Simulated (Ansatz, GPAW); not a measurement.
# Ballistic transport through octane-1,8-dithiol between two Pd chains, from relaxation to T(E), part 4 of 4

Wanted: T(E) of octane-1,8-dithiol between two Pd chains at a relaxed geometry in two programs, beside the unrelaxed structure.

GPAW 26.7.0 and Ansatz 0.2.0; Ansatz plane waves; relaxation of the junction with the lead ends held (the session's first sound run).

So far. Step 6 (Minimal basis): The conductance, 3.4e-4 G₀, lies 65 % below that of the dzp run. Step 7 (revPBE in the dzp basis: xc = "revPBE"): The conductance, 9.1e-4 G₀, lies 5.9 % below that of the dzp run.

### 8. Without the relaxation: geometry = "as built"

Level of this step: GPAW LCAO, PAW setups; Landauer transmission from Green's functions with principal layers (ASE), zero bias (GPAW).

The dzp basis with PBE on the structure as first built shows what the relaxation was worth.

run.py reads:

```python
import json
import numpy as np
from ase import Atoms
from ase.transport.calculators import TransportCalculator
from gpaw import GPAW, FermiDirac
from gpaw.lcao.tools import get_lcao_hamiltonian
from scipy.linalg import eigh

# The junction with lead layers at both ends, along the third cell vector
device = Atoms(
    ['Pd', 'Pd', 'Pd', 'Pd', 'Pd', 'Pd', 'Pd', 'Pd', 'S', 'H', 'C', 'H', 'H', 'C', 'H', 'H', 'C', 'H', 'H', 'C', 'H', 'H', 'C', 'H', 'H', 'C', 'H', 'H', 'C', 'H', 'H', 'C', 'H', 'S', 'Pd', 'Pd', 'Pd', 'Pd', 'Pd', 'Pd', 'Pd', 'Pd'],
    positions=[
        [6.30359, 4.79927, 1.25000],
        [6.30359, 4.79927, 3.75000],
        [6.30359, 4.79927, 6.25000],
        [6.30359, 4.79927, 8.75000],
        [6.30359, 4.79927, 11.25000],
        [6.30359, 4.79927, 13.75000],
        [6.30359, 4.79927, 16.25000],
        [6.30359, 4.79927, 18.75000],
        [4.33570, 5.52335, 19.87584],
        [4.34416, 3.64700, 21.37020],
        [4.24100, 4.72837, 21.50549],
        [3.25000, 4.92452, 21.92705],
        [6.32126, 5.07127, 21.99475],
        [5.33201, 5.26218, 22.42960],
        [5.22908, 6.34854, 22.54550],
        [5.35816, 3.51398, 23.70026],
        [5.25365, 4.60050, 23.80805],
        [4.26758, 4.78851, 24.25009],
        [7.32916, 4.94155, 24.30067],
        [6.34305, 5.12972, 24.74244],
        [6.23882, 6.21625, 24.84996],
        [6.36836, 3.38230, 26.01209],
        [6.26413, 4.46883, 26.11961],
        [5.27802, 4.65699, 26.56138],
        [8.33960, 4.81005, 26.61196],
        [7.35353, 4.99805, 27.05400],
        [7.24901, 6.08457, 27.16179],
        [7.37810, 3.25001, 28.31655],
        [7.27517, 4.33637, 28.43245],
        [6.28591, 4.52728, 28.86730],
        [9.35717, 4.67403, 28.93500],
        [8.36618, 4.87018, 29.35656],
        [8.26301, 5.95155, 29.49185],
        [8.27148, 4.07519, 30.98621],
        [6.30359, 4.79927, 32.11205],
        [6.30359, 4.79927, 34.61205],
        [6.30359, 4.79927, 37.11205],
        [6.30359, 4.79927, 39.61205],
        [6.30359, 4.79927, 42.11205],
        [6.30359, 4.79927, 44.61205],
        [6.30359, 4.79927, 47.11205],
        [6.30359, 4.79927, 49.61205]],
    cell=[[12.60717, 0.0, 0.0], [0.0, 9.59854, 0.0], [0.0, 0.0, 50.86205]],
    pbc=True)

# One principal layer of the lead: the first 5 atoms of the device
lead = Atoms(
    ['Pd', 'Pd', 'Pd', 'Pd', 'Pd'],
    positions=[
        [6.30359, 4.79927, 1.25000],
        [6.30359, 4.79927, 3.75000],
        [6.30359, 4.79927, 6.25000],
        [6.30359, 4.79927, 8.75000],
        [6.30359, 4.79927, 11.25000]],
    cell=[[12.60717, 0.0, 0.0], [0.0, 9.59854, 0.0], [0.0, 0.0, 12.5]],
    pbc=True)

settings = dict(mode='lcao', basis='dzp', xc='PBE', h=0.2,
                occupations=FermiDirac(0.1), maxiter=250,
                mixer=dict(beta=0.1, nmaxold=8, weight=100.0),
                convergence=dict(density=0.0001))
energies = np.arange(-2, 2 + 1e-9, 0.025)
eta = 0.0001
n1, n2 = 1, 1
# k and -k transmit alike, so half of the mesh across the current serves
mesh = [(i, j) for i in range(n1) for j in range(n2) if (i, j) <= (-i % n1, -j % n2)]
weights = np.array([1 if (i, j) == (-i % n1, -j % n2) else 2 for i, j in mesh]) / (n1 * n2)

# [... helper functions left out ...]
fermi_lead = ground_state(lead, (1, 1, 9), 'lead.txt')
fermi_device = ground_state(device, (1, 1, 2), 'device.txt')
# [... loop over the mesh left out, but for ...]
        # Shift the lead onto the potential of the device's first layer
        shift = ((H[:, 0, 0] - H0[:, 0, 0]) / S0[0, 0]).real.mean()
# [...]
kT = 8.617333e-5 * 300
bias = [0.1, 0.2, 0.5, 1.0, 1.5, 2.0]
# [... integrals and printing left out ...]
```

On the command line:

```
$ OMP_NUM_THREADS=1 OPENBLAS_NUM_THREADS=1 python run.py
```

Numbers of over 12 decimals in the logs are rounded to 6 here.

Log:

```text
basis functions: device 642, principal layer 135
Fermi level: lead -4.3634 eV, device -4.1702 eV; lead shifted by -0.0021 eV
largest coupling past the next layer 1.07e-04 eV, largest misfit of the first layer 0.035 eV
  E-E_F (eV)   T (one spin)  [channel counts left out]
    -2.000    1.3692e-02
    -1.975    1.3677e-02
    -1.950    1.4104e-02
[...]
1.975    2.5835e-08
     2.000    2.6595e-08
conductance at 300 K: 0.019084 G0 a cell; thermopower 97.81 uV/K
current from the zero-bias T(E) at 0.1 V: 0.15479 uA
current from the zero-bias T(E) at 0.2 V: 0.34629 uA
current from the zero-bias T(E) at 0.5 V: 1.0625 uA
current from the zero-bias T(E) at 1.0 V: 1.3257 uA
current from the zero-bias T(E) at 1.5 V: 1.3615 uA
current from the zero-bias T(E) at 2.0 V: 1.3816 uA
```

It took 15 min on 1 thread of Arm Neoverse N1, shared host; peak memory 2.6 GiB.

Numbers from this step:

- conductance: 0.01908 G₀
- largest coupling past the next principal layer: 1.07e-4 eV
- largest misfit of the first principal layer: 0.03543 eV
- shift that aligns the lead: -0.002107 eV
- transmission at the Fermi level (one spin): 0.01654

The conductance, 0.0191 G₀, lies a factor of 20 above that of the dzp run.

### 9. Cost and result by level

Times are wall times on the hardware named with each run. Results by setting:

| no. | run | conductance (G₀) | time | memory (GiB) |
| --- | --- | --- | --- | --- |
| 1 | pw PBE | 8.87e-4 | 8.8 h | 6.9 |
| 2 | dzp | 9.67e-4 | 18 min | 2.6 |
| 3 | szp | 5.82e-4 | 11 min | 2.5 |
| 4 | sz | 3.42e-4 | 7.3 min | 2.4 |
| 5 | dzp revPBE | 9.09e-4 | 18 min | 2.6 |
| 6 | asbuilt | 0.01908 | 15 min | 2.6 |

### 10. Comparison

The curves are compared point by point over the common energies.

This step: comparison of transmission and cost over codes, levels and geometry (GPAW 26.7.0).

Ladder, by row:

| step | code | T at the Fermi level (sum over the listed spins) | conductance (G0) | r.m.s. T(E) from the first | wall time (s) | peak memory (GiB) | threads |
| --- | --- | --- | --- | --- | --- | --- | --- |
| pw-pbe | Ansatz | 8.02e-4 | 8.87e-4 | 0 | 31691 | 6.906 | 4 |
| dzp | GPAW | 8.59e-4 | 9.67e-4 | 0.03129 | 1105 | 2.65 | 1 |
| szp | GPAW | 4.30e-4 | 5.82e-4 | 0.03086 | 633.8 | 2.53 | 1 |
| sz | GPAW | 2.58e-4 | 3.42e-4 | 0.03064 | 437.9 | 2.41 | 1 |
| dzp-revPBE | GPAW | 7.99e-4 | 9.09e-4 | 0.02629 | 1105 | 2.65 | 1 |
| asbuilt | GPAW | 0.01654 | 0.01908 | 0.03541 | 898.8 | 2.65 | 1 |

The transmission, zone mean, sum over the listed spins by energy, zero at the Fermi level:

| energy (eV) | pw-pbe | dzp | szp | sz | dzp-revPBE | asbuilt |
| --- | --- | --- | --- | --- | --- | --- |
| -2.000 | 0.00524 | 0.00651 | 0.00152 | 4.3e-4 | 0.00703 | 0.0137 |
| -1.800 | 4.8e-4 | 0.00133 | 1.3e-4 | 5.7e-5 | 0.00126 | 0.0272 |
| -1.600 | 2.1e-4 | 1.9e-4 | 1.0e-4 | 3.1e-5 | 1.9e-4 | 0.0509 |
| -1.400 | 5.5e-4 | 3.2e-4 | 0.00773 | 2.8e-4 | 3.6e-4 | 0.0622 |
| -1.350 | 0.00111 | 5.5e-4 | 0.0327 | 0.00133 | 6.5e-4 | 0.0642 |
| -1.300 | 0.00372 | 0.00129 | 0.00136 | 0.0188 | 0.00174 | 0.0632 |
| -1.225 | 0.353 | 0.0184 | 4.5e-5 | 4.6e-4 | 0.0394 | 0.0500 |
| -1.200 | 0.155 | 0.0876 | 2.1e-5 | 1.1e-4 | 0.178 | 0.0420 |
| -1.175 | 0.0157 | 0.209 | 1.3e-5 | 3.5e-5 | 0.118 | 0.0328 |
| -1.000 | 1.0e-4 | 1.2e-4 | 6.2e-6 | 4.7e-6 | 9.8e-5 | 0.00110 |
| -0.800 | 2.6e-4 | 2.6e-5 | 3.2e-5 | 9.1e-6 | 2.8e-5 | 7.9e-4 |
| -0.600 | 1.5e-4 | 0.00193 | 0.00126 | 9.1e-4 | 0.00240 | 0.00171 |
| -0.400 | 2.7e-4 | 2.9e-4 | 1.2e-4 | 5.7e-5 | 2.1e-4 | 0.00323 |
| -0.200 | 0.00137 | 0.00168 | 6.0e-4 | 4.5e-4 | 0.00170 | 0.0728 |
| 0.000 | 8.0e-4 | 8.6e-4 | 4.3e-4 | 2.6e-4 | 8.0e-4 | 0.0165 |
| 0.200 | 0.00353 | 0.00291 | 0.00102 | 6.6e-4 | 0.00283 | 4.2e-7 |
| 0.400 | 0.00146 | 0.00124 | 5.4e-4 | 3.5e-4 | 0.00127 | 7.8e-10 |
| 0.600 | 6.7e-4 | 5.8e-4 | 3.0e-4 | 2.0e-4 | 6.0e-4 | 1.1e-7 |
| 0.800 | 3.5e-4 | 3.1e-4 | 1.8e-4 | 1.2e-4 | 3.2e-4 | 2.1e-7 |
| 1.000 | 2.0e-4 | 1.8e-4 | 1.2e-4 | 8.1e-5 | 1.9e-4 | 2.2e-7 |
| 1.200 | 1.3e-4 | 1.1e-4 | 8.9e-5 | 5.9e-5 | 1.2e-4 | 1.7e-7 |
| 1.400 | 8.1e-5 | 7.4e-5 | 6.7e-5 | 4.5e-5 | 7.7e-5 | 1.1e-7 |
| 1.600 | 5.3e-5 | 5.0e-5 | 5.3e-5 | 3.6e-5 | 5.2e-5 | 5.7e-8 |
| 1.800 | 3.6e-5 | 3.4e-5 | 4.2e-5 | 3.0e-5 | 3.5e-5 | 3.1e-8 |
| 2.000 | 2.5e-5 | 2.3e-5 | 3.5e-5 | 2.5e-5 | 2.4e-5 | 2.7e-8 |

### 11. Mixing 0.02, potential alignment off: beta = 0.02, nmaxold = 3 and align = false

Mixing changes the road to self-consistency, not its end. The mixing history changes the road to self-consistency, not its end. Without the shift, lead and junction are matched by their Fermi levels alone.

This step: GPAW LCAO, PAW setups; Landauer transmission from Green's functions with principal layers (ASE), zero bias (GPAW 26.7.0).

run.py reads:

```python
import json
import numpy as np
from ase import Atoms
from ase.transport.calculators import TransportCalculator
from gpaw import GPAW, FermiDirac
from gpaw.lcao.tools import get_lcao_hamiltonian
from scipy.linalg import eigh

# The junction with lead layers at both ends, along the third cell vector
device = Atoms(
    ['Pd', 'Pd', 'Pd', 'Pd', 'Pd', 'Pd', 'Pd', 'Pd', 'S', 'H', 'C', 'H', 'H', 'C', 'H', 'H', 'C', 'H', 'H', 'C', 'H', 'H', 'C', 'H', 'H', 'C', 'H', 'H', 'C', 'H', 'H', 'C', 'H', 'S', 'Pd', 'Pd', 'Pd', 'Pd', 'Pd', 'Pd', 'Pd', 'Pd'],
    positions=[
        [6.30359, 4.79927, 1.25000],
        [6.30359, 4.79927, 3.75000],
        [6.30359, 4.79927, 6.25000],
        [6.30359, 4.79927, 8.75000],
        [6.30359, 4.79927, 11.25000],
        [6.30359, 4.79927, 13.75000],
        [5.04072, 5.18150, 15.87504],
        [6.79182, 4.60838, 17.57574],
        [6.70106, 5.64780, 19.49374],
        [6.39113, 3.60521, 20.80072],
        [6.04680, 4.64190, 20.90355],
        [4.94904, 4.64938, 20.84885],
        [7.63865, 5.27563, 22.22630],
        [6.53750, 5.26326, 22.22688],
        [6.21788, 6.31662, 22.26585],
        [6.34651, 3.47259, 23.44354],
        [6.03677, 4.53001, 23.48936],
        [4.93404, 4.52612, 23.49517],
        [7.65352, 5.15326, 24.79310],
        [6.55045, 5.15223, 24.80438],
        [6.24732, 6.21233, 24.84173],
        [6.36340, 3.38199, 26.04371],
        [6.06005, 4.44203, 26.08093],
        [4.95698, 4.44079, 26.09215],
        [7.67641, 5.06912, 27.38966],
        [6.57368, 5.06470, 27.39575],
        [6.26347, 6.12199, 27.44140],
        [6.39376, 3.27827, 28.61976],
        [6.07365, 4.33148, 28.65855],
        [4.97251, 4.31855, 28.65941],
        [7.66231, 4.94615, 30.03582],
        [6.56454, 4.95350, 29.98139],
        [6.22018, 5.99014, 30.08394],
        [5.91098, 3.94815, 31.39171],
        [5.82998, 4.98623, 33.31075],
        [7.59057, 4.41597, 35.00225],
        [6.30359, 4.79927, 37.11205],
        [6.30359, 4.79927, 39.61205],
        [6.30359, 4.79927, 42.11205],
        [6.30359, 4.79927, 44.61205],
        [6.30359, 4.79927, 47.11205],
        [6.30359, 4.79927, 49.61205]],
    cell=[[12.60717, 0.0, 0.0], [0.0, 9.59854, 0.0], [0.0, 0.0, 50.86205]],
    pbc=True)

# One principal layer of the lead: the first 5 atoms of the device
lead = Atoms(
    ['Pd', 'Pd', 'Pd', 'Pd', 'Pd'],
    positions=[
        [6.30359, 4.79927, 1.25000],
        [6.30359, 4.79927, 3.75000],
        [6.30359, 4.79927, 6.25000],
        [6.30359, 4.79927, 8.75000],
        [6.30359, 4.79927, 11.25000]],
    cell=[[12.60717, 0.0, 0.0], [0.0, 9.59854, 0.0], [0.0, 0.0, 12.5]],
    pbc=True)

settings = dict(mode='lcao', basis='dzp', xc='PBE', h=0.2,
                occupations=FermiDirac(0.1), maxiter=250,
                mixer=dict(beta=0.02, nmaxold=3, weight=100.0),
                convergence=dict(density=0.0001))
energies = np.arange(-2, 2 + 1e-9, 0.025)
eta = 0.0001
n1, n2 = 1, 1
# k and -k transmit alike, so half of the mesh across the current serves
mesh = [(i, j) for i in range(n1) for j in range(n2) if (i, j) <= (-i % n1, -j % n2)]
weights = np.array([1 if (i, j) == (-i % n1, -j % n2) else 2 for i, j in mesh]) / (n1 * n2)

# [... helper functions left out ...]
fermi_lead = ground_state(lead, (1, 1, 9), 'lead.txt')
fermi_device = ground_state(device, (1, 1, 2), 'device.txt')
# [... loop over the mesh left out, but for ...]
        # Lead and device are aligned by their Fermi levels alone
        shift = 0.0
# [...]
kT = 8.617333e-5 * 300
bias = [0.1, 0.2, 0.5, 1.0, 1.5, 2.0]
# [... integrals and printing left out ...]
```

Log:

```text
basis functions: device 642, principal layer 135
Fermi level: lead -4.3634 eV, device -4.1390 eV; lead shifted by 0.0000 eV
largest coupling past the next layer 1.07e-04 eV, largest misfit of the first layer 0.061 eV
  E-E_F (eV)   T (one spin)  [channel counts left out]
    -2.000    6.4935e-03
    -1.975    5.8935e-03
    -1.950    5.5400e-03
    -1.925    5.2272e-03
    -1.900    4.6184e-03
    -1.875    3.9010e-03
    -1.850    2.9336e-03
    -1.825    2.0179e-03
    -1.800    1.3251e-03
    -1.775    8.7112e-04
    -1.750    5.9410e-04
    -1.725    4.2856e-04
    -1.700    3.2898e-04
    -1.675    2.6813e-04
    -1.650    2.3054e-04
    -1.625    2.0751e-04
[...]
1.825    3.2275e-05
     1.850    3.0815e-05
     1.875    2.9428e-05
     1.900    2.8108e-05
     1.925    2.6853e-05
     1.950    2.5657e-05
     1.975    2.4519e-05
     2.000    2.3433e-05
conductance at 300 K: 0.00096242 G0 a cell; thermopower -72.22 uV/K
current from the zero-bias T(E) at 0.1 V: 0.0078241 uA
current from the zero-bias T(E) at 0.2 V: 0.017873 uA
current from the zero-bias T(E) at 0.5 V: 0.062062 uA
current from the zero-bias T(E) at 1.0 V: 0.098209 uA
current from the zero-bias T(E) at 1.5 V: 0.13907 uA
current from the zero-bias T(E) at 2.0 V: 0.14695 uA
```

The job ended after 49 min (1 thread; peak memory 2.3 GiB).

Numbers from this step:

```
conductance                                 : 9.62e-4 G₀
largest misfit of the first principal layer : 0.06080 eV
shift that aligns the lead                  : 0 eV
transmission at the Fermi level (one spin)  : 8.28e-4
```

One spin. The transmission, zone mean by energy, zero at the Fermi level:

energy (eV), log10 transmission, zone mean and a bar from the least value:
```
   -2.000       -2.2 ###################
   -1.800       -2.9 #############
   -1.600       -3.7 #######
   -1.400       -3.5 #########
   -1.200       -1.0 ###########################
   -1.175       -0.7 ##############################
   -1.000       -3.9 #####
   -0.800       -4.6 
   -0.600       -2.7 ###############
   -0.400       -3.5 ########
   -0.200       -2.8 ##############
    0.000       -3.1 ############
    0.200       -2.5 ################
    0.400       -2.9 #############
    0.600       -3.2 ###########
    0.800       -3.5 #########
    1.000       -3.7 #######
    1.200       -3.9 #####
    1.400       -4.1 ####
    1.600       -4.3 ##
    1.800       -4.5 #
    2.000       -4.6
```

Not self-consistent under bias; the bias window is split evenly. The current through one cell, from the zero-bias transmission by bias:

| bias (V) | current through one cell, from the zero-bias transmission (nA) |
| --- | --- |
| 0.100 | 7.82 |
| 0.200 | 17.9 |
| 0.500 | 62.1 |
| 1.000 | 98.2 |
| 1.500 | 139 |
| 2.000 | 147 |

Table of transmission of the three most open eigenchannels by energy, zero at the Fermi level:

| energy (eV) | channel 1 | channel 2 | channel 3 |
| --- | --- | --- | --- |
| -2.000 | 0.00649 | 1.4e-10 | 4.8e-12 |
| -1.900 | 0.00462 | 3.8e-10 | 0 |
| -1.800 | 0.00133 | 7.3e-9 | 3.9e-12 |
| -1.700 | 3.3e-4 | 3.3e-8 | 1.6e-12 |
| -1.600 | 1.9e-4 | 4.4e-8 | 0 |
| -1.500 | 2.0e-4 | 1.6e-8 | 0 |
| -1.400 | 3.2e-4 | 7.8e-9 | 2.5e-11 |
| -1.300 | 0.00130 | 6.2e-8 | 6.4e-11 |
| -1.200 | 0.0898 | 6.1e-8 | 1.8e-10 |
| -1.100 | 0.00135 | 3.9e-8 | 2.5e-10 |
| -1.000 | 1.2e-4 | 9.5e-8 | 1.0e-9 |
| -0.900 | 3.9e-5 | 3.3e-7 | 1.1e-9 |
| -0.800 | 2.5e-5 | 1.5e-6 | 1.7e-9 |
| -0.700 | 9.4e-4 | 1.1e-7 | 1.2e-8 |
| -0.600 | 0.00190 | 1.9e-7 | 1.4e-8 |
| -0.500 | 2.7e-5 | 7.3e-8 | 7.5e-9 |
| -0.400 | 2.8e-4 | 9.9e-8 | 2.9e-8 |
| -0.300 | 5.7e-4 | 2.4e-8 | 4.8e-9 |
| -0.200 | 0.00168 | 3.0e-6 | 9.4e-10 |
| -0.100 | 3.5e-4 | 1.2e-5 | 2.0e-10 |
| 0.000 | 8.3e-4 | 5.1e-7 | 6.0e-11 |
| 0.100 | 0.00253 | 3.7e-8 | 9.1e-12 |
| 0.200 | 0.00290 | 0 | 0 |
| 0.300 | 0.00188 | 0 | 0 |
| 0.400 | 0.00124 | 0 | 0 |
| 0.500 | 8.4e-4 | 0 | 0 |
| 0.600 | 5.8e-4 | 0 | 0 |
| 0.700 | 4.2e-4 | 0 | 0 |
| 0.800 | 3.1e-4 | 0 | 0 |
| 0.900 | 2.3e-4 | 0 | 0 |
| 1.000 | 1.8e-4 | 0 | 0 |
| 1.100 | 1.4e-4 | 0 | 0 |
| 1.200 | 1.1e-4 | 0 | 0 |
| 1.300 | 9.1e-5 | 0 | 0 |
| 1.400 | 7.4e-5 | 0 | 0 |
| 1.500 | 6.0e-5 | 0 | 0 |
| 1.600 | 5.0e-5 | 0 | 0 |
| 1.700 | 4.1e-5 | 0 | 0 |
| 1.800 | 3.4e-5 | 0 | 0 |
| 1.900 | 2.8e-5 | 0 | 0 |
| 2.000 | 2.3e-5 | 0 | 0 |

The conductance, 9.6e-4 G₀, lies 0.5 % below that of the dzp run.

### 12. Outcome

```yaml
conductance: 9.7e-4 G₀
transmission_at_the_fermi_level_mean_of_the_spins: 8.6e-4
open_channels_of_the_lead_there: 4
```

In words: In the dzp basis the junction conducts 9.7e-4 G₀ at 300 K, with T = 8.6e-4 a spin at the Fermi level; no smaller basis tried comes within 10 % of that conductance. Relaxation moved atoms by up to 2.4 Å and took the conductance from 0.0191 to 9.7e-4 G₀, as a ratio a larger change than the step from dzp to the minimal basis. The conductance differs from T at the Fermi level because it averages T(E) over the thermal window, about 0.09 eV wide, in which T changes. Plane waves (PBE) give T = 8.0e-4 there. The junction is in the tunnelling regime at the Fermi level. Measured against the first run (pw-pbe), the nearest curve is that of dzp-revPBE (r.m.s. 0.026) and the farthest that of asbuilt (0.035). Over the compared runs wall time goes from 438 s (sz) to 31691 s (pw-pbe), on a shared host; the plane-wave run used 4 threads and the orbital runs 1. Moves of this size go well beyond a change of bond lengths: the free chain atoms or the scatterer took up a new arrangement, and the name in the title describes the start. The leads kept an estimated spacing and the cell its length, so the junction may be under some tension or compression. The run had no spin polarisation, so a magnetic state, which chains and small molecules with open shells often have, wasn't tested. Semilocal functionals put molecular levels too near the Fermi level, so such conductances usually come out too high, and chain electrodes have a sharper density of states than real ones. An evenly spaced straight chain is an idealisation: free chains tend to dimerise, zigzag or, where a band edge lies near the Fermi level, turn magnetic. The currents use the zero-bias T(E) throughout, which holds only while the bias is small against the distance to the nearest feature. Within about eight thermal energies of the Fermi level ln T(E) bends sharply from one computed energy to the next, or the lead's channel count changes, so the thermal averages, above all the thermopower, rest on an interpolation that may be rough.

[Logs are printed without paths, hosts, clocks, repeated set-up lines and the standing remarks that a program may print on its own settings, such as how far it seeks lower states.]

[Hosts, paths, dates, database ids (printed as entryN), source tags and the programs' standing remarks are cut or masked in the printed files.]
